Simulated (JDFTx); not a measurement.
PbSe (Clausthalite) in JDFTx: convergence with smearing width

Crystal: PbSe (Clausthalite).

```
Pb Se
1.0
     0.00000    3.06065    3.06065
     3.06065    0.00000    3.06065
     3.06065    3.06065    0.00000
Pb Se
1 1
Direct
  0.95536 0.04464 0.00442
  0.51898 0.47112 0.51868
```

The cell isn't the ideal one: atoms moved at random, drawn with an rms of 0.15 Å.

* Program: JDFTx 1.7.0 (patched build)
* Task: convergence study
* Functional: PBEsol
* Potentials or basis: PseudoDojo-SR-PBEsol-0.4.1-standard
* Cutoff: 1170 eV
* Density cutoff: 4680 eV
* k mesh: 4 × 4 × 4
* Occupations: fermi-dirac, width 0.3 eV
* Spin: no spin polarisation

These are the settings of the first run; the series varies smearing width, with any setting tied to it.

Hardware: 1 thread of Intel(R) Xeon(R) 6975P-C (Granite Rapids), with other jobs on the host.

```
smearing width  energy less the tightest run, at zero smearing (meV/atom)  pressure (GPa)  largest force (eV/Å)  SCF cycles  CPU time (s)  peak memory (GiB)
        0.3 eV                                                       6.51            0.41                 0.352          11           110               0.22
        0.2 eV                                                       1.49            0.39                 0.325          11           110               0.23
       0.15 eV                                                       0.66            0.41                 0.314          12           110               0.22
        0.1 eV                                                       0.38            0.45                 0.306          12           110               0.21
       0.05 eV                                                       0.10            0.51                 0.300          12           110               0.21
      0.025 eV                                                       0.00            0.52                 0.299          12           110               0.22
       0.01 eV                                                       0.00            0.52                 0.299          12           110               0.22
```

Against the tightest run, the energy stays within 1 meV/atom from 0.15 eV on; the pressure stays within 0.1 GPa from 0.1 eV on; the largest force stays within 0.005 eV/Å from 0.05 eV on. The tightest run that finished is the yardstick and may itself not be fully converged.

Caveat, for the tightest run too: the k mesh is coarse (spacing up to 0.44 Å⁻¹), so the values aren't converged; forces may be off by hundredths of an eV/Å.
